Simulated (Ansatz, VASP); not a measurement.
**One calculation of W, two programs**

The input POSCAR:

```
W
1.0
    0.0000000000      2.0300000000      2.0300000000
    2.0300000000      0.0000000000      2.0300000000
    2.0300000000      2.0300000000      0.0000000000
W
1
Direct
    0.0000000000      0.0000000000      0.0000000000
```

INCAR.step1

```
SYSTEM = W
ALGO = Normal ; EDIFF = 1E-4
ENCUT = 520 ; GGA = PE
ISMEAR = 0 ; LASPH = .True.
LCHARG = .False. ; LREAL = .False.
LWAVE = .True. ; NBANDS = 13
NELM = 100 ; PREC = Accurate
SIGMA = 0.15
```

File INCAR.step2:

```
SYSTEM = W
ALGO = Normal ; EDIFF = 1E-7
ENCUT = 520 ; ISIF = 2
ISMEAR = 0 ; ISTART = 1
LASPH = .True. ; LCHARG = .True.
LELF = .True. ; LMIXTAU = .True.
LREAL = .False. ; LVHAR = .True.
LWAVE = .False. ; METAGGA = R2SCAN
NBANDS = 13 ; NELM = 100
PREC = Accurate ; SIGMA = 0.15
```

KPOINTS

```
k-points
0
Gamma
  22 22 22
  0 0 0
```

Input for Ansatz:

```yaml
crystal:
  lattice:
    - [0.0, 2.03, 2.03]
    - [2.03, 0.0, 2.03]
    - [2.03, 2.03, 0.0]
  atoms:
    - { symbol: W, position: [0.0, 0.0, 0.0] }
basis:
  ecutwfc: 500
kpoints:
  mp_grid: { grid: [22, 22, 22] }
hamiltonian:
  xc: r2scan
scf:
  occupations: { method: gaussian, width: 0.15 }
output:
  forces: true
  stress: true
  eigenvalues: true
```

This isn't the form of W at room conditions, which is bcc.

Alike in both runs: task single point; functional r2SCAN; k mesh 22 × 22 × 22; occupations gaussian, width 0.15 eV; no spin polarisation.

```csv
,VASP,Ansatz
version,VASP 6.6.1,Ansatz 0.2.0
potentials or method,"VASP PAW PBE potentials, release 64 (W_sv)","scalar-relativistic, plane waves, PAW"
plane-wave cutoff (eV),520,500
valence electrons in the cell,14,14
```

```csv
,VASP,Ansatz,Ansatz less VASP
gap on the k mesh at the Fermi level (eV),none,none,-
pressure (GPa),-8.0,-9.0,-0.98
```

A gap of «none» marks a metal or a gap that the smearing closes.

Caveats: the PAW data sets were made with another functional, which shifts forces and pressure a little (VASP). Spin-orbit coupling is left out, which matters for the levels of W.
